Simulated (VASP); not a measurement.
**Cs: optical spectrum with TB-mBJ**

Cs:

```
Cs
1.0
    -2.75008    2.75008    4.09724
     2.75008   -2.75008    4.09724
     2.75008    2.75008   -4.09724
Cs
1
Cartesian
  0.0000 0.0000 0.0000
```

This isn't the form of Cs at room conditions, which is bcc.

```
Program                : VASP 6.6.1
Task                   : optical spectrum
Functional             : TB-mBJ
Potentials or basis    : VASP PAW PBE potentials, release 64 (Cs_sv)
Cutoff                 : 520 eV
k mesh                 : 5 × 5 × 5
Occupations            : fermi-dirac, width 0.05 eV
Spin                   : non-collinear spin, ferromagnetic start
Starting moments       : [[0.289, 0.289, 0.289]] μB
Further INCAR settings : ALGO = Normal; EDIFF = 1e-07; NBANDS = 57
```

```json
{"Band gap on the k mesh": "none (metal or under the smearing width)", "Net moment": "0.00 μB per cell", "Valence electrons inside the program's atomic spheres": "Cs 6.94"}
```

Levels at points of the mesh, in eV from the Fermi level:
| k point | band 4 | band 5 | band 6 | band 7 | band 8 | band 9 | band 10 | band 11 | band 12 | band 13 |
| --- | --- | --- | --- | --- | --- | --- | --- | --- | --- | --- |
| (0.00, 0.00, 0.00) | -11.43 | -11.43 | -11.43 | -11.43 | -11.43 | -1.59 | -1.59 | 1.93 | 1.93 | 2.09 |

Dielectric function (mean over the directions given):
```csv
energy (eV),real part,imaginary part
0.26,3.34,0.02
0.72,3.21,0.14
1.23,5.65,4.89
1.75,0.85,0.40
2.26,0.20,0.14
2.78,1.16,0.30
3.29,1.04,0.82
3.75,1.15,0.43
4.27,1.00,0.15
4.78,1.03,0.03
5.30,1.18,0.03
5.81,1.29,0.04
6.32,1.32,0.02
6.84,1.36,0.02
7.30,1.40,0.00
7.81,1.46,0.00
8.33,1.51,0.00
8.84,1.57,0.01
9.36,1.63,0.01
9.87,1.72,0.00
10.33,1.83,0.01
10.85,2.01,0.00
11.36,2.45,0.05
11.88,2.20,1.01
12.39,2.93,1.43
12.90,2.15,1.70
13.42,2.31,0.94
13.88,0.46,1.70
14.39,1.42,1.77
14.91,-0.79,4.23
15.42,0.61,1.27
15.94,-0.12,0.64
16.45,0.03,0.13
16.91,0.65,0.77
17.43,0.13,0.30
17.94,0.41,0.40
18.46,0.41,0.12
18.97,0.60,0.16
19.48,0.73,0.24
20.00,0.69,0.19
```

Moments on the atoms (μB; x, y, z):
```
Cs  0.00 0.00 0.00
```

It took 35 min on 1 thread of Intel(R) Xeon(R) Platinum 8488C (Sapphire Rapids), on a shared host, peak memory 1 GiB.

Caveat: spectra need much finer meshes, so this one isn't converged; independent-particle spectra lack excitons; the intraband (Drude) part of a metal's response may be missing. Spin-orbit coupling is left out, which matters for the levels of Cs.
